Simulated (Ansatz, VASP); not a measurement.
WC in VASP and in Ansatz

```
W C
1.0
     2.80980    0.00000    0.00000
    -1.40490    2.43336    0.00000
     0.00000    0.00000    3.01459
W C
1 1
Direct
  0.00000 0.00000 0.00000
  0.66667 0.33333 0.50000
```

Alike in both runs: task single point; functional PBEsol; k mesh 21 × 21 × 18; occupations gaussian, width 0.15 eV; no spin polarisation.

```csv
,VASP,Ansatz
version,VASP 6.6.1,Ansatz 0.2.0
potentials or method,"VASP PAW PBE potentials, release 64 (W_sv, C)","scalar-relativistic, plane waves, PAW"
plane-wave cutoff (eV),520,420
valence electrons in the cell,18,18
```

|  | VASP | Ansatz | Ansatz less VASP |
| --- | --- | --- | --- |
| gap on the k mesh at the Fermi level (eV) | none | none | - |
| pressure (GPa) | -0.8 | -2.1 | -1.26 |
| largest component of the traceless stress (GPa) | 44.13 | 44.19 | +0.055 |

A gap of «none» marks a metal or a gap that the smearing closes. The functional is the same, so the differences come from potentials, cutoffs and numerics.

Caveats: the PAW data sets were made with another functional, which shifts forces and pressure a little (VASP). Spin-orbit coupling is left out, which matters for the levels of W.
